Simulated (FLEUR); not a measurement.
Runs of FLEUR MaX-R8.1 (later development tree) on Au. It takes space group Fm-3m (No. 225, cubic). The conventional cell has a = 4.070 Å, b = 4.070 Å, c = 4.070 Å, α = 90.00°, β = 90.00°, γ = 90.00°. Au (site symmetry m-3m) has 12 Au at 2.88 Å as nearest neighbours. 

```tsv
task	level	spin	k mesh	muffin-tin radii	max iterations	mixing factor	mixer	mixer history	mesh quality	gap on the mesh (eV)	V0 of scaled cells (Å³/atom)	B0 (GPa)
equation of state	LDA (Moruzzi-Janak-Williams)	off	11 × 11 × 11	Au 2.47 bohr	-	-	-	-	not flagged	-	16.60	(b)
equation of state	LDA (Wigner correlation)	off	11 × 11 × 11	Au 2.47 bohr	-	-	-	-	not flagged	-	17.04	179
equation of state	Wu-Cohen GGA	off	11 × 11 × 11	Au 2.47 bohr	-	-	-	-	not flagged	-	17.14	(a)
single point	PBE	off	5 × 5 × 5	Au 2.52 bohr	60	0.05	Anderson	15	coarse	none	-	-
single point	HSE06	off	5 × 5 × 5	Au 2.52 bohr	30	0.05	Anderson	15	coarse	none	-	-
```

Alike in all rows: potentials or basis all-electron, FLAPW; cell as given; smearing fermi-dirac 0.05 eV; kmax 3.8 1/bohr.

Q: Fill in the values left out.

A: (a) 173; (b) 196.

Caveats: some runs use coarse meshes; core states are solved in the semilocal potential (some runs).

A k mesh can miss the band edges, and the runs leave out spin-orbit coupling on Au.

A gap of «none» marks a metal or a gap under the smearing width.

The runs were made with more than one version of the program.
